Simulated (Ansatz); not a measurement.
# Rh: further runs on the relaxed cell, part 2 of 2

The task, for Rh: see whether it has a gap, which orbitals make up the states near it and how charge is shared and fit an equation of state.

Ansatz 0.2.0; DFT PBEsol, scalar-relativistic, plane waves, PAW.

## (5) Point at V/V0 = 0.94

The COD entry's cell or inner coordinates are ideal or old and differ from later refinements, so a difference from it is no clean test against experiment.

Contents of input.yaml:

```yaml
crystal:
  lattice:
    - [0.0, 1.851407997, 1.851407997]
    - [1.851407997, 0.0, 1.851407997]
    - [1.851407997, 1.851407997, 0.0]
  atoms:
    - { symbol: Rh, position: [0.0, 0.0, 0.0] }
basis:
  ecutwfc: 420
kpoints:
  mp_grid: { grid: [18, 18, 18] }
hamiltonian:
  xc: pbesol
scf:
  occupations: { method: gaussian, width: 0.1 }
output:
  forces: true
  stress: true
  eigenvalues: true
  write_density: true
  write_potential: true
  elf: true
  volumetric_format: npy
```

Launch:

```
> ansatz run input.yaml --threads 1 --pin off --max-ram 2560MiB --backend cpu --events-out ev --progress --plain --runs-dir out
```

Output, shortened:

```text
Warning: RAYON_NUM_THREADS=1 ignored (pool sized by the plan → 1); use --threads N
[...]
Pseudopotentials: kind: paw
Pseudopotential: Rh, paw, valence charge 17, recommended cutoff 420 eV (normal), Rh.paw.azcp
Functional definition: PBEsol
[...]
Crystal: 1 atoms, lattice volume = 12.692 Å³
Basis set: ecut = 420 eV, 259 PW (Γ), exchange–correlation on 36×36×36 points (8 copies of the dense FFT grid, shifted against one another)
Bands: 13, of which v1, the nominal top of the filled ones, is band 9 counted from 1 (8 counted from 0)
Symmetry: 48 space group operations
Space group: Fm-3m (ITA 225), of the structure as read, at distance tolerance 2.3e-5 Å
k-points: 195 of 5832
[...]
SCF iter   1: F=—  HF=-6338.701318 eV  |F-HF|=—  |Δ(HF+E_count)|=         —  Δρ=9.93e-3  dr2=9.50e-3  ethr=1.77e-3  ⟨swp⟩=5.0  Hψ=14028  notcnv=0
[...]
SCF iter   6: F=-6338.698320 eV  HF=-6338.698320 eV  |F-HF|=1.33e-10  |Δ(HF+E_count)|=   2.75e-9  Δρ=4.18e-6  dr2=4.02e-10  ethr=4.71e-11  ⟨swp⟩=6.1  Hψ=13007  notcnv=0
[...]
SCF converged after 6 iterations
Free energy (F): -6338.698320 eV
[...]
E sigma→0 (E₀):  -6338.695352 eV
Entropy (-TS):   -0.005936 eV (-5.936 meV/atom)
Fermi energy:    24.648547 eV
[...]
--- Forces (eV/Å), atoms counted from 1 ---
  atom   1  Rh    -0.00000000     0.00000000     0.00000000
[...]
--- Stress (GPa, compression-positive) ---
       21.411798      -0.000000       0.000000
       -0.000000      21.411798      -0.000000
       -0.000000       0.000000      21.411798
  P = ⅓ Tr σ = 21.4118 GPa (214.118 kbar)
--- Band table (eV; the first three rows and the last of 195) ---
  k-point 0: bands = ["-54.4427", "-21.8116", "-21.8116", "-21.8116", "15.9841", "21.1282", "21.1282", "21.1282", "23.5220", "23.5220", "40.2493", "46.0032", "46.0032"]
[...]
```

It took 3.5 s on 1 thread of Intel Xeon Platinum 8259CL at 2.50GHz (Skylake/Cascade Lake), shared host; peak memory 0.36 GiB.

The maps below are laid out on this run's own conventional cell (a, b, c = 3.703, 3.703, 3.703 Å).

Density in a lattice plane of the grid's cell (edges 3.70 and 3.70 Å, at 0.000 of the third edge), which holds Rh.

Values in e/Å³, 12 rows by 12 columns:
```
11.35  8.26  3.48  0.77  0.34  0.23  0.21  0.24  0.34  0.77  3.48  8.26
 4.95  3.48  1.43  0.53  0.36  0.34  0.35  0.34  0.36  0.52  1.43  3.48
 0.98  0.77  0.53  0.42  0.53  0.77  0.98  0.77  0.52  0.42  0.52  0.77
 0.35  0.34  0.36  0.53  1.43  3.48  4.95  3.48  1.43  0.52  0.36  0.34
 0.21  0.23  0.34  0.77  3.48  8.26 11.35  8.26  3.48  0.77  0.34  0.24
 0.19  0.21  0.35  0.98  4.95 11.35 15.14 11.35  4.95  0.98  0.35  0.21
 0.21  0.24  0.34  0.77  3.48  8.26 11.35  8.26  3.48  0.77  0.34  0.23
 0.35  0.34  0.36  0.52  1.43  3.48  4.95  3.48  1.43  0.53  0.36  0.34
 0.98  0.77  0.52  0.42  0.52  0.77  0.98  0.77  0.53  0.42  0.53  0.77
 4.95  3.48  1.43  0.52  0.36  0.34  0.35  0.34  0.36  0.53  1.43  3.48
11.35  8.26  3.48  0.77  0.34  0.24  0.21  0.23  0.34  0.77  3.48  8.26
15.14 11.35  4.95  0.98  0.35  0.21  0.19  0.21  0.35  0.98  4.95 11.35
```
Columns run along the first of these edges and rows up along the second, over one cell in 12 and 12 even steps from the bottom left corner. Atoms in the plane (fractional): Rh at (0.00, 0.00), Rh at (0.50, 0.50).

ELF in the same plane.

Ten even steps from '0' (0.19) to '9' (0.77):
```
999975200000000000257999
999763100000000000136799
887531000000000000013578
654311111000000011111345
221101110112221101110112
000011111345654311111000
000000013578887531000000
000000136799999763100000
000000257999999975200000
000000258999999985200000
000000257999999975200000
000000136799999763100000
000000013578887531000000
000011111345654311111000
221101110112221101110112
654311111000000011111345
887531000000000000013578
999763100000000000136799
999975200000000000257999
999985200000000000258999
```
Columns run along the first of these edges and rows up along the second, over one cell in 24 and 20 even steps from the bottom left corner. Atoms in the plane (fractional): Rh at (0.00, 0.00), Rh at (0.50, 0.50).

Both are smooth fields of the valence electrons: close to the nuclei they are not physical.

## (6) The cell scaled to 1.06 of its volume

input.yaml, as its differences from that of step 5:

```diff
@@ -2,5 +2,5 @@
   lattice:
-    - [0.0, 1.851407997, 1.851407997]
-    - [1.851407997, 0.0, 1.851407997]
-    - [1.851407997, 1.851407997, 0.0]
+    - [0.0, 1.9270580875, 1.9270580875]
+    - [1.9270580875, 0.0, 1.9270580875]
+    - [1.9270580875, 1.9270580875, 0.0]
   atoms:
```

Launch:

```
> ansatz run input.yaml --threads 1 --pin off --max-ram 2560MiB --backend cpu --events-out ev --progress --plain --runs-dir out
```

Output, shortened:

```text
Warning: RAYON_NUM_THREADS=1 ignored (pool sized by the plan → 1); use --threads N
[...]
Pseudopotentials: kind: paw
Pseudopotential: Rh, paw, valence charge 17, recommended cutoff 420 eV (normal), Rh.paw.azcp
Functional definition: PBEsol
[...]
Crystal: 1 atoms, lattice volume = 14.312 Å³
Basis set: ecut = 420 eV, 283 PW (Γ), exchange–correlation on 40×40×40 points (8 copies of the dense FFT grid, shifted against one another)
Bands: 13, of which v1, the nominal top of the filled ones, is band 9 counted from 1 (8 counted from 0)
Symmetry: 48 space group operations
Space group: Fm-3m (ITA 225), of the structure as read, at distance tolerance 2.4e-5 Å
k-points: 195 of 5832
[...]
SCF iter   1: F=—  HF=-6338.713325 eV  |F-HF|=—  |Δ(HF+E_count)|=         —  Δρ=1.01e-2  dr2=1.26e-2  ethr=1.77e-3  ⟨swp⟩=4.9  Hψ=13943  notcnv=0
[...]
SCF iter   6: F=-6338.709338 eV  HF=-6338.709338 eV  |F-HF|=2.36e-10  |Δ(HF+E_count)|=   3.27e-9  Δρ=4.84e-6  dr2=6.74e-10  ethr=1.19e-10  ⟨swp⟩=5.7  Hψ=13022  notcnv=0
[...]
SCF converged after 6 iterations
Free energy (F): -6338.709338 eV
[...]
E sigma→0 (E₀):  -6338.705695 eV
Entropy (-TS):   -0.007286 eV (-7.286 meV/atom)
Fermi energy:    21.114294 eV
[...]
--- Forces (eV/Å), atoms counted from 1 ---
  atom   1  Rh    -0.00000000     0.00000000     0.00000000
[...]
--- Stress (GPa, compression-positive) ---
      -14.832323      -0.000000       0.000000
        0.000000     -14.832323      -0.000000
        0.000000       0.000000     -14.832323
  P = ⅓ Tr σ = -14.8323 GPa (-148.323 kbar)
--- Band table (eV; the first three rows and the last of 195) ---
  k-point 0: bands = ["-57.5948", "-25.1299", "-25.1299", "-25.1299", "13.3493", "18.1944", "18.1944", "18.1944", "20.1765", "20.1765", "36.8765", "41.9892", "41.9892"]
[...]
```

It took 3.3 s on 1 thread of Intel Xeon Platinum 8259CL at 2.50GHz (Skylake/Cascade Lake), shared host; peak memory 0.36 GiB.

The maps below are laid out on this run's own conventional cell (a, b, c = 3.854, 3.854, 3.854 Å).

Density in a lattice plane of the grid's cell (edges 3.85 and 3.85 Å, at 0.000 of the third edge), which holds Rh.

Values in e/Å³, 12 rows by 12 columns:
```
11.07  7.85  3.07  0.63  0.28  0.19  0.17  0.19  0.27  0.63  3.07  7.85
 4.49  3.07  1.18  0.43  0.29  0.28  0.29  0.27  0.29  0.43  1.18  3.07
 0.80  0.63  0.43  0.35  0.43  0.63  0.80  0.63  0.43  0.34  0.43  0.63
 0.29  0.28  0.29  0.43  1.18  3.07  4.49  3.07  1.18  0.43  0.29  0.27
 0.17  0.19  0.28  0.63  3.07  7.85 11.07  7.85  3.07  0.63  0.27  0.19
 0.15  0.17  0.29  0.80  4.49 11.07 15.13 11.07  4.49  0.80  0.29  0.17
 0.17  0.19  0.27  0.63  3.07  7.85 11.07  7.85  3.07  0.63  0.28  0.19
 0.29  0.27  0.29  0.43  1.18  3.07  4.49  3.07  1.18  0.43  0.29  0.28
 0.80  0.63  0.43  0.34  0.43  0.63  0.80  0.63  0.43  0.35  0.43  0.63
 4.49  3.07  1.18  0.43  0.29  0.27  0.29  0.28  0.29  0.43  1.18  3.07
11.07  7.85  3.07  0.63  0.27  0.19  0.17  0.19  0.28  0.63  3.07  7.85
15.13 11.07  4.49  0.80  0.29  0.17  0.15  0.17  0.29  0.80  4.49 11.07
```
Columns run along the first of these edges and rows up along the second, over one cell in 12 and 12 even steps from the bottom left corner. Atoms in the plane (fractional): Rh at (0.00, 0.00), Rh at (0.50, 0.50).

ELF in the same plane.

Values, 12 rows by 12 columns:
```
0.77 0.73 0.55 0.27 0.21 0.20 0.19 0.20 0.21 0.27 0.55 0.73
0.64 0.55 0.35 0.24 0.24 0.21 0.20 0.21 0.24 0.24 0.35 0.55
0.32 0.27 0.24 0.28 0.24 0.27 0.32 0.27 0.24 0.27 0.24 0.27
0.20 0.21 0.24 0.24 0.35 0.55 0.64 0.55 0.35 0.24 0.24 0.21
0.19 0.20 0.21 0.27 0.55 0.73 0.77 0.73 0.55 0.27 0.21 0.20
0.18 0.19 0.20 0.32 0.64 0.77 0.77 0.77 0.64 0.32 0.20 0.19
0.19 0.20 0.21 0.27 0.55 0.73 0.77 0.73 0.55 0.27 0.21 0.20
0.20 0.21 0.24 0.24 0.35 0.55 0.64 0.55 0.35 0.24 0.24 0.21
0.32 0.27 0.24 0.27 0.24 0.27 0.32 0.27 0.24 0.28 0.24 0.27
0.64 0.55 0.35 0.24 0.24 0.21 0.20 0.21 0.24 0.24 0.35 0.55
0.77 0.73 0.55 0.27 0.21 0.20 0.19 0.20 0.21 0.27 0.55 0.73
0.77 0.77 0.64 0.32 0.20 0.19 0.18 0.19 0.20 0.32 0.64 0.77
```
Columns run along the first of these edges and rows up along the second, over one cell in 12 and 12 even steps from the bottom left corner. Atoms in the plane (fractional): Rh at (0.00, 0.00), Rh at (0.50, 0.50).

Both are smooth fields of the valence electrons: close to the nuclei they are not physical.

## (7) Fit of the equation of state

```
volume (Å³/atom)  energy above the lowest point (meV/atom)  pressure (GPa)  gap on the mesh (eV)
          12.692                                      50.5           21.41                  0.00
          13.097                                      11.8            9.73                  0.00
          13.502                                       0.0            0.00                  0.00
          13.907                                      10.7           -8.10                  0.00
          14.312                                      40.2          -14.83                  0.00
```

## (8) Outcome

The summary covers parts 1 to 2.

| quantity | value |
| --- | --- |
| gap | none (metal) |
| states at the Fermi level | 1.24 per eV per cell |
| Bader charges | Rh +0.00 e |
| equilibrium volume of the fit | 13.50 Å³/atom |
| bulk modulus | 296 GPa |
| its pressure derivative | 5.1 |

What this shows: Bands cross the Fermi level: a metal at this level of theory. Of the projected weight within 0.25 eV of the Fermi level, the largest part is Rh 4d (97 %). The fit puts the minimum at 13.50 Å³/atom with B = 296 GPa and B' = 5.1. A measured bulk modulus of Rh is 264 GPa (quoted in “Thermal equation of state of rhodium characterized by XRD in a resistively heated diamond anvil cell”, 2024, pmc:11535440); the calculated 296 GPa misses it by +12.1 %. The calculation is for zero temperature.
